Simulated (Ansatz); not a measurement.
The calculation used Ansatz 0.2.0, DFT PBE, scalar-relativistic, plane waves, PAW. Several structures of CdSe₄ were relaxed, and the powder pattern of one of them was computed from 10° to 70° in 2θ (λ = 1.5406 Å; lines under 1 % are left out).

Cu Kα1 powder pattern (kinematic, no thermal factors).
```tsv
2θ (°)	relative intensity
10.69	100
16.11	8
19.37	2
21.48	2
21.80	14
26.96	3
27.22	10
29.32	21
30.79	27
32.46	2
32.55	17
34.35	11
34.93	16
36.43	6
39.33	3
39.44	19
39.52	7
44.44	10
45.41	13
45.84	5
46.63	2
46.92	10
47.57	1
49.40	1
52.03	13
52.30	2
54.74	3
54.89	5
55.52	2
56.10	4
56.16	7
57.35	5
58.21	3
58.77	3
59.62	1
60.41	4
60.63	3
60.82	2
65.85	1
66.38	1
66.61	7
68.35	2
```

Question: Which structure gives it?
A.

Space group I4/m (No. 87). a = 8.201 Å, b = 8.201 Å, c = 4.508 Å, α = 90.00°, β = 90.00°, γ = 90.00°
| atom | site | symmetry | x | y | z |
| --- | --- | --- | --- | --- | --- |
| Cd | 2a | 4/m.. | 0.0000 | 0.0000 | 0.0000 |
| Se | 8h | m.. | 0.1877 | 0.2788 | 0.0000 |

B.

Space group Pmm2 (No. 25). a = 4.074 Å, b = 8.269 Å, c = 5.498 Å, α = 90.00°, β = 90.00°, γ = 90.00°
```tsv
atom	site	symmetry	x	y	z
Cd	1c	mm2	0.5000	0.0000	0.6430
Se	2g	m..	0.0000	0.8493	0.1189
Se	2g	m..	0.0000	0.2156	0.5444
```

C.

Space group I4/mmm (No. 139). a = 5.491 Å, b = 5.491 Å, c = 9.389 Å, α = 90.00°, β = 90.00°, γ = 90.00°
```
atom  site  symmetry       x       y       z
  Cd    2a     4/mmm  0.0000  0.0000  0.0000
  Se    4e       4mm  0.0000  0.0000  0.3768
  Se    4c      mmm. 0.0000  0.5000  0.0000
```

D.

Space group P-43m (No. 215). a = 5.064 Å, b = 5.064 Å, c = 5.064 Å, α = 90.00°, β = 90.00°, γ = 90.00°
```csv
atom,site,symmetry,x,y,z
Cd,1a,-43m,0.0000,0.0000,0.0000
Se,4e,.3m,0.3058,0.3058,0.3058
```

Answer: B. Its strongest line, at 2θ = 10.69°, has d = λ/(2 sin θ) = 8.269 Å and is the (0 1 0) reflection of the conventional Pmm2 cell with a = 4.074 Å, b = 8.269 Å, c = 5.498 Å. The others have their strongest lines at 31.4° (A); 32.6° (C); 30.6° (D).

The cells needn't be stable.
